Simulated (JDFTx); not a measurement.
**K under changes of volume**

One of the cells (78.519 Å³/atom); the others are scaled copies at fixed shape and fractional positions:

```xyz
1
Lattice="-2.6976 2.6976 2.6976 2.6976 -2.6976 2.6976 2.6976 2.6976 -2.6976" Properties=species:S:1:pos:R:3 pbc="T T T"
K     0.0000    0.0000    0.0000
```

```yaml
Program: JDFTx 1.7.0 (patched build)
Functional: RPBE
Potentials_or_basis: PseudoDojo-SR-PBE-0.5-standard
Cutoff: 1007 eV
Density_cutoff: 4027 eV
k_mesh: 7 × 7 × 7
Occupations: fermi-dirac, width 0.05 eV
Spin: no spin polarisation
```

```csv
volume (Å³/atom),energy over the lowest point (meV/atom),pressure (GPa)
73.807,5.96,0.3
75.378,3.37,0.2
76.948,1.43,0.1
78.519,0.38,0.1
80.089,0.00,0.0
81.659,?,?
83.230,1.03,-0.1
```

Question: What does the run at 81.659 Å³/atom give?

Answer: Energy over the lowest point 0.24 meV/atom; pressure -0.1 GPa.

Worked out: A Birch-Murnaghan fit of order 3 (a polynomial in V^(-2/3)) to the other rows has its minimum at 80.28 Å³/atom with B0 = V·E''(V) = 3.3 GPa and B' = 3.1. It gives 0.21 meV/atom at 81.659 Å³/atom, against the run's 0.24, and -dE/dV = -0.1 GPa, against -0.1.

Energies are extrapolated to zero smearing.

Caveats: the potentials were made for another functional, which shifts forces and pressure.
